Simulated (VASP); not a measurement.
# Mn (P6_3/mmc) in VASP: equation of state

Aim: energy against volume of Mn in PBE, for its equilibrium volume and stiffness.

All numbers are computed with VASP 6.6.1; they aren't measurements. Logs are shortened: lines on timing, memory, paths and dates and some standing lists are left out, and cuts for length are marked.

### Step 1. The structure

The structure is hexagonal, space group P6_3/mmc (No. 194). Conventional cell: a = 2.484 Å, b = 2.484 Å, c = 4.026 Å, α = 90.00°, β = 90.00°, γ = 120.00°. Mn (site symmetry -6m2) is surrounded by 12 Mn at 2.47 to 2.48 Å.

This isn't the form of Mn at room conditions, which is a 58-atom cubic cell.

### Step 2. Equation of state, PBE, collinear spin, ferromagnetic start, 10.11 Å³/atom (volume scaled by 0.94)

File INCAR:

```
PREC = Accurate
ENCUT = 520
EDIFF = 1E-7
ISMEAR = -1
SIGMA = 0.05
LREAL = False
LASPH = True
NELM = 100
ALGO = Normal
ISIF = 2
LWAVE = False
LCHARG = False
ISPIN = 2
MAGMOM = 4 4
LORBIT = 11
LMAXMIX = 4
GGA = PE
NBANDS = 24
```

File KPOINTS:

```
Automatic mesh
0
Gamma
  12 12 7
```

File POSCAR:

```
Mn
1.0
    2.4329448958      0.0000000000      0.0000000000
   -1.2164724479      2.1069920858      0.0000000000
    0.0000000000      0.0000000000      3.9440046930
Mn
2
Direct
    0.3333333333      0.6666666667      0.2500000000
    0.6666666667      0.3333333333      0.7500000000
```

Potentials or basis: VASP PAW PBE potentials, release 64 (Mn_pv).

Run with:

```bash
> cat potpaw_PBE.64/Mn_pv/POTCAR > POTCAR
> mpirun -np 1 vasp_std > vasp.out
```

OUTCAR:

```text
PREC = Accurate
   ENCUT = 520
   EDIFF = 1E-7
   ISMEAR = -1
   LREAL = False
   LASPH = True
   NELM = 100
   ISIF = 2
   ISPIN = 2
   LORBIT = 11
   GGA = PE

 ion  position               nearest neighbor table
   1  0.333  0.667  0.250-   2 2.42   2 2.42   2 2.42   2 2.42   2 2.42   2 2.42
   2  0.667  0.333  0.750-   1 2.42   1 2.42   1 2.42   1 2.42   1 2.42   1 2.42

  LATTYP: Found a hexagonal cell.
 ALAT       =     2.4329448958
 C/A-ratio  =     1.6210826229

  Lattice vectors:

 A1 = (   2.4329448958,   0.0000000000,   0.0000000000)
 A2 = (  -1.2164724479,   2.1069920858,   0.0000000000)
 A3 = (   0.0000000000,   0.0000000000,   3.9440046930)

Analysis of symmetry for initial positions (statically):
=====================================================================
 Subroutine PRICEL returns:
 Original cell was already a primitive cell.

 Routine SETGRP: Setting up the symmetry group for a
 hexagonal supercell.

 Subroutine GETGRP returns: Found 24 space group operations
 (whereof 12 operations were pure point group operations)
 out of a pool of 24 trial point group operations.

The static configuration has the point symmetry D_3d.
 The point group associated with its full space group is D_6h.

Analysis of symmetry for dynamics (positions and initial velocities):
=====================================================================
 Subroutine PRICEL returns:
 Original cell was already a primitive cell.

 Routine SETGRP: Setting up the symmetry group for a
 hexagonal supercell.

 Subroutine GETGRP returns: Found 24 space group operations
 (whereof 12 operations were pure point group operations)
 out of a pool of 24 trial point group operations.

The dynamic configuration has the point symmetry D_3d.
 The point group associated with its full space group is D_6h.

Analysis of structural, dynamic, and magnetic symmetry:
=====================================================================
 Subroutine PRICEL returns:
 Original cell was already a primitive cell.

 Routine SETGRP: Setting up the symmetry group for a
 hexagonal supercell.

 Subroutine GETGRP returns: Found 24 space group operations
 (whereof 12 operations were pure point group operations)
 out of a pool of 24 trial point group operations.

The overall configuration has the point symmetry D_3d.
 The point group associated with its full space group is D_6h.

 Subroutine INISYM returns: Found 24 space group operations
[... 143 lines left out ...]
     AMIX_MAG =   1.60;   BMIX_MAG =  1.00
  volume/ion in A,a.u.               =      10.11        68.22
  Fermi-wavevector in a.u.,A,eV,Ry     =   1.780280  3.364242 43.122282  3.169398
  Thomas-Fermi vector in A             =   2.845104
   LORBIT       =     11    0 simple, 1 ext, 2 COOP (PROOUT), +10 PAW based schemes
   GGA     = PE    functional components
   LHFCALC =     F    Hartree Fock is set to
   AEXX    =    0.0000 exact exchange contribution
   IVDW    =     0    specifies the selected vdW correction
   LEPSILON=     F    determine dielectric tensor
   LRPA    =     F    only Hartree local field effects (RPA)
 spin polarized calculation
  energy-cutoff  :      520.00
  volume of cell :       20.22
 maximum number of plane-waves:       565
   NGX =  9   NGY =  9   NGZ = 15

 number of electron      26.0000006 magnetization      -0.0000164

 number of electron      26.0000006 magnetization       0.0000194

 Free energy of the ion-electron system (eV)
  ---------------------------------------------------
  ext. energy  EPLUGINS =         0.00000000
  ---------------------------------------------------
  free energy    TOTEN  =       -17.83347285 eV

  energy without entropy =      -17.81302870  energy(sigma->0) =      -17.82325077

 E-fermi :  11.2478     XC(G=0): -14.3934

 val. band max:       11.2465576472   @ k =   0.4167   0.1667   0.2857
 cond. band min:      11.2735498577   @ k =   0.1667   0.0833   0.1429
 fundamental gap:      0.0269922105
 Fermi energy:        11.2477737424

 spin component 1

 k-point     1 :       0.0000    0.0000    0.0000
  band No.  band energies     occupation
      1     -37.1314      1.00000
      2     -36.3233      1.00000
      3     -36.3233      1.00000
      4     -36.1989      1.00000
      5     -36.1989      1.00000
      6     -36.1908      1.00000
[... 1069 lines left out ...]
     23      36.9405      0.00000
     24      37.1450      0.00000

 [... further k-points ...]

 spin component 2

 k-point     1 :       0.0000    0.0000    0.0000
  band No.  band energies     occupation
      1     -37.1314      1.00000
      2     -36.3233      1.00000
      3     -36.3232      1.00000
      4     -36.1988      1.00000
      5     -36.1988      1.00000
      6     -36.1908      1.00000
[... 1069 lines left out ...]
     23      36.9405      0.00000
     24      37.1450      0.00000

 [... further k-points ...]

------------------------ aborting loop because EDIFF is reached ----------------------------------------

  FORCE on cell =-STRESS in cart. coord.  units (eV):
  Direction    XX          YY          ZZ          XY          YZ          ZX
  --------------------------------------------------------------------------------------
  -------------------------------------------------------------------------------------
  Total        2.3372587      2.3372587      2.2718748      0.0000000      0.0000000      0.0000000
  in kB      185.2186751    185.2186751    180.0372540      0.0000000      0.0000000      0.0000000
  external PRESSURE =     183.4915347 kB  Pullay stress =       0.0000000 kB

 VOLUME and BASIS-vectors are now :
 -----------------------------------------------------------------------------
  energy-cutoff  :      520.00
  volume of cell :       20.22
      direct lattice vectors                 reciprocal lattice vectors
     2.432944896  0.000000000  0.000000000     0.411024517  0.237305115  0.000000000
    -1.216472448  2.106992086  0.000000000     0.000000000  0.474610231  0.000000000
     0.000000000  0.000000000  3.944004693     0.000000000  0.000000000  0.253549394

 POSITION                                       TOTAL-FORCE (eV/Angst)
 -----------------------------------------------------------------------------------
     -0.00000      1.40466      0.98600        -0.000000      0.000000      0.000000
      1.21647      0.70233      2.95800         0.000000     -0.000000      0.000000
 -----------------------------------------------------------------------------------
    total drift:                               -0.000000      0.000000     -0.000000

  FREE ENERGIE OF THE ION-ELECTRON SYSTEM (eV)
  ---------------------------------------------------
  free  energy   TOTEN  =       -17.8334728458 eV

  energy  without entropy=      -17.8130286955  energy(sigma->0) =      -17.82325077

 total charge

# of ion       s       p       d       tot
------------------------------------------
    1        0.453   6.443   5.221  12.116
    2        0.453   6.443   5.221  12.116
--------------------------------------------------
tot          0.905  12.886  10.441  24.232

 magnetization (x)

# of ion       s       p       d       tot
------------------------------------------
    1        0.000   0.000   0.000   0.000
    2        0.000   0.000   0.000   0.000
--------------------------------------------------
tot          0.000   0.000   0.000   0.000
```

OSZICAR:

```text
N       E                     dE             d eps       ncg     rms          rms(c)
DAV:   1     0.247147155014E+03    0.24715E+03   -0.14908E+04  7496   0.158E+03
DAV:   2    -0.735060111558E+01   -0.25450E+03   -0.24262E+03  7488   0.403E+02
DAV:   3    -0.170729111049E+02   -0.97223E+01   -0.96710E+01  8056   0.887E+01
DAV:   4    -0.171467356783E+02   -0.73825E-01   -0.73819E-01  8216   0.766E+00
DAV:   5    -0.171477557609E+02   -0.10201E-02   -0.10201E-02  8240   0.913E-01    0.279E+01
DAV:   6    -0.173060872581E+02   -0.15833E+00   -0.55282E+00  7760   0.335E+01    0.652E+00
DAV:   7    -0.177307621250E+02   -0.42467E+00   -0.24192E-01  8064   0.479E+00    0.497E+00
DAV:   8    -0.178090296907E+02   -0.78268E-01   -0.16969E-02  7800   0.172E+00    0.185E+00
DAV:   9    -0.178313544424E+02   -0.22325E-01   -0.23070E-02  8160   0.164E+00    0.551E-01
DAV:  10    -0.178333587143E+02   -0.20043E-02   -0.35011E-03  7824   0.614E-01    0.178E-01
DAV:  11    -0.178334550295E+02   -0.96315E-04   -0.97489E-05  7976   0.942E-02    0.709E-02
DAV:  12    -0.178334780570E+02   -0.23027E-04   -0.15167E-05  7976   0.336E-02    0.170E-02
DAV:  13    -0.178334753047E+02    0.27523E-05   -0.20624E-06  7792   0.143E-02    0.577E-03
DAV:  14    -0.178334733985E+02    0.19061E-05   -0.32306E-07  7736   0.511E-03    0.249E-03
DAV:  15    -0.178334730234E+02    0.37513E-06   -0.82620E-08  5088   0.288E-03    0.734E-04
DAV:  16    -0.178334728655E+02    0.15786E-06   -0.11086E-08  3768   0.110E-03    0.186E-04
DAV:  17    -0.178334728458E+02    0.19699E-07   -0.21598E-09  3760   0.467E-04
   1 F= -.17833473E+02 E0= -.17823251E+02  d E =-.204442E-01  mag=     0.0000
```

Run time: 52 s. Hardware: 1 thread of Intel Xeon Platinum 8488C (Sapphire Rapids), shared host; peak memory 0.17 GiB.

Results:

* Free energy: -17.8335 eV
* Pressure: 18.3 GPa
* Band gap on the k mesh: none (metal or under the smearing width)
* Net moment: 0.00 μB per cell
* Valence electrons inside the program's atomic spheres: Mn 12.12

Caveat: the starting moments collapsed, and a magnetic state may lie lower.

### Step 3. Equation of state, PBE, collinear spin, ferromagnetic start, 10.32 Å³/atom (volume scaled by 0.96)

File INCAR:

```
  PREC = Accurate
  ENCUT = 520
  EDIFF = 1E-7
  ISMEAR = -1
  SIGMA = 0.05
  LREAL = F
  LASPH = T
  NELM = 100
  ALGO = Normal
  ISIF = 2
  LWAVE = F
  LCHARG = F
  ISPIN = 2
  MAGMOM = 4 4
  LORBIT = 11
  LMAXMIX = 4
  GGA = PE
  NBANDS = 24
```

File KPOINTS:

```
regular mesh
0
Gamma
  12 12 7
```

File POSCAR:

```
Mn
1.0
    2.4500788750      0.0000000000      0.0000000000
   -1.2250394376      2.1218305471      0.0000000000
    0.0000000000      0.0000000000      3.9717802890
Mn
2
Direct
    0.3333333333      0.6666666667      0.2500000000
    0.6666666667      0.3333333333      0.7500000000
```

Potentials or basis: VASP PAW PBE potentials, release 64 (Mn_pv).

Run with:

```bash
> cat potpaw_PBE.64/Mn_pv/POTCAR > POTCAR
> mpirun -np 1 vasp_std > vasp.out
```

Run time: 68 s. Hardware: 1 thread of Intel Xeon Platinum 8488C (Sapphire Rapids), shared host; peak memory 0.17 GiB.

Results (log left out):

| Property | Result |
| --- | --- |
| Free energy | -17.8730 eV |
| Pressure | 11.1 GPa |
| Band gap on the k mesh | none (metal or under the smearing width) |
| Net moment | 0.00 μB per cell |
| Valence electrons inside the program's atomic spheres | Mn 12.07 |

Caveat: the starting moments collapsed, and a magnetic state may lie lower.

### Step 4. Equation of state, PBE, collinear spin, ferromagnetic start, 10.54 Å³/atom (volume scaled by 0.98)

File INCAR:

```
  PREC = Accurate
  ENCUT = 520
  EDIFF = 1E-7
  ISMEAR = -1
  SIGMA = 0.05
  LREAL = False
  LASPH = True
  NELM = 120
  ALGO = Normal
  ISIF = 2
  LWAVE = False
  LCHARG = False
  ISPIN = 2
  MAGMOM = 4 4
  LORBIT = 11
  LMAXMIX = 4
  GGA = PE
  NBANDS = 24
```

KPOINTS is that of step 3.

File POSCAR:

```
Mn
1.0
    2.4669765047      0.0000000000      0.0000000000
   -1.2334882524      2.1364643236      0.0000000000
    0.0000000000      0.0000000000      3.9991727429
Mn
2
Direct
    0.3333333333      0.6666666667      0.2500000000
    0.6666666667      0.3333333333      0.7500000000
```

Run with:

```bash
> cat potpaw_PBE.64/Mn_pv/POTCAR > POTCAR
> mpirun -np 1 vasp_std > vasp.out
```

Run time: 60 s. Hardware: 1 thread of Intel Xeon Platinum 8488C (Sapphire Rapids), shared host; peak memory 0.16 GiB.

Results (log left out):

* Free energy: -17.8941 eV
* Pressure: 4.6 GPa
* Band gap on the k mesh: none (metal or under the smearing width)
* Net moment: 0.00 μB per cell
* Valence electrons inside the program's atomic spheres: Mn 12.03

Caveat: the starting moments collapsed, and a magnetic state may lie lower.

### Step 5. Equation of state, PBE, collinear spin, ferromagnetic start, 10.97 Å³/atom (volume scaled by 1.02)

File INCAR:

```
PREC = Accurate
ENCUT = 520
EDIFF = 1E-7
ISMEAR = -1
SIGMA = 0.05
LREAL = False
LASPH = True
NELM = 150
ALGO = Normal
ISIF = 2
LWAVE = False
LCHARG = False
ISPIN = 2
MAGMOM = 4 4
LORBIT = 11
LMAXMIX = 4
GGA = PE
NBANDS = 24
```

File KPOINTS:

```
Automatic mesh
0
Gamma
  12 12 7
```

File POSCAR:

```
Mn
1.0
    2.5000942351      0.0000000000      0.0000000000
   -1.2500471176      2.1651451195      0.0000000000
    0.0000000000      0.0000000000      4.0528593201
Mn
2
Direct
    0.3333333333      0.6666666667      0.2500000000
    0.6666666667      0.3333333333      0.7500000000
```

Run with:

```bash
> cat potpaw_PBE.64/Mn_pv/POTCAR > POTCAR
> mpirun -np 1 vasp_std > vasp.out
```

Wall time 81 s (1 thread of Intel Xeon Platinum 8488C (Sapphire Rapids), shared host); peak memory 0.17 GiB.

It converged, with:

* Free energy: -17.8884 eV
* Pressure: -6.5 GPa
* Band gap on the k mesh: none (metal or under the smearing width)
* Net moment: 0.00 μB per cell
* Valence electrons inside the program's atomic spheres: Mn 11.94

Caveat: the starting moments collapsed, and a magnetic state may lie lower.

### Step 6. Equation of state, PBE, collinear spin, ferromagnetic start, 11.18 Å³/atom (volume scaled by 1.04)

File INCAR:

```
PREC = Accurate
ENCUT = 520
EDIFF = 1E-7
ISMEAR = -1
SIGMA = 0.05
LREAL = F
LASPH = T
NELM = 100
ALGO = Normal
ISIF = 2
LWAVE = F
LCHARG = F
ISPIN = 2
MAGMOM = 4 4
LORBIT = 11
LMAXMIX = 4
GGA = PE
NBANDS = 24
```

KPOINTS is that of step 5.

File POSCAR:

```
Mn
1.0
    2.5163290681      0.0000000000      0.0000000000
   -1.2581645341      2.1792048973      0.0000000000
    0.0000000000      0.0000000000      4.0791773259
Mn
2
Direct
    0.3333333333      0.6666666667      0.2500000000
    0.6666666667      0.3333333333      0.7500000000
```

Potentials or basis: VASP PAW PBE potentials, release 64 (Mn_pv).

Run with:

```bash
> cat potpaw_PBE.64/Mn_pv/POTCAR > POTCAR
> mpirun -np 1 vasp_std > vasp.out
```

It took 60 s on 1 thread of Intel Xeon Platinum 8488C (Sapphire Rapids), shared host; peak memory 0.18 GiB.

Results (log left out):

```
Free energy                                           : -17.8648 eV
Pressure                                              : -11.1 GPa
Band gap on the k mesh                                : none (metal or under the smearing width)
Net moment                                            : 0.00 μB per cell
Valence electrons inside the program's atomic spheres : Mn 11.91
```

Caveat: the starting moments collapsed, and a magnetic state may lie lower.

(Part 1 of 2 ends here.)
